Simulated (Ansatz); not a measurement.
# Trial inputs on Nb

All trials start from this Ansatz input:

```yaml
crystal:
  lattice:
    - [-1.6588161896, 1.6588161896, 1.6588161896]
    - [1.6588161896, -1.6588161896, 1.6588161896]
    - [1.6588161896, 1.6588161896, -1.6588161896]
  atoms:
    - { symbol: Nb, position: [0.0, 0.0, 0.0] }
basis:
  ecutwfc: 420
kpoints:
  mp_grid: { grid: [10, 10, 10] }
hamiltonian:
  xc: pbe
scf:
  occupations: { method: gaussian, width: 0.1 }
output:
  forces: true
  stress: true
  eigenvalues: true
```

Command:

```bash
ansatz run input.yaml --threads 1 --pin off --max-ram 1331MiB --backend cpu --events-out ev --progress --plain --runs-dir out
```

The run converges in 6 SCF iterations on 47 irreducible k-points: pressure -0.84 GPa, no gap.

Settings here are deliberately varied, not converged. Each trial's input is given as a difference from the reference's; energies are extrapolated to zero smearing where there is one, and pressure is positive in compression.

Trial 1:

```diff
 hamiltonian:
+  hubbard: { sites: [{ species: Nb, l: d, u_eff: 0.75 }] }
```

The run converges in 6 SCF iterations on 47 irreducible k-points: pressure -0.39 GPa, no gap. It warns that the count of filled bands differs between k-points. Under a U the state reached may not be the lowest.

Trial 2:

```diff
 basis:
-  ecutwfc: 420
+  ecutwfc: "49 Ry"
```

The run converges in 6 SCF iterations on 47 irreducible k-points: energy 0.62 meV per atom below the reference, pressure -0.84 GPa, no gap.

Trial 3:

```diff
 kpoints:
-  mp_grid: { grid: [10, 10, 10] }
+  mp_grid: { grid: [11, 9, 4], shift: [0.25, 0.25, 0.25] }
```

The run converges in 6 SCF iterations on 396 irreducible k-points: energy 13.9 meV per atom below the reference, pressure -1.25 GPa, no gap. It warns that the mesh lowers the symmetry.

Trial 4 (strained):

```diff
 crystal:
   lattice:
-    - [-1.6588161896, 1.6588161896, 1.6588161896]
-    - [1.6588161896, -1.6588161896, 1.6588161896]
-    - [1.6588161896, 1.6588161896, -1.6588161896]
+    - [-1.8318799637, 1.6058820277, 1.7423188838]
+    - [1.8530694916, -1.5758647425, 1.7334911266]
+    - [1.7080603661, 1.4520451449, -1.7123015986]
 hamiltonian:
-  xc: pbe
+  xc: lda
```

The run converges in 6 SCF iterations on 504 irreducible k-points: pressure -14.18 GPa, no gap.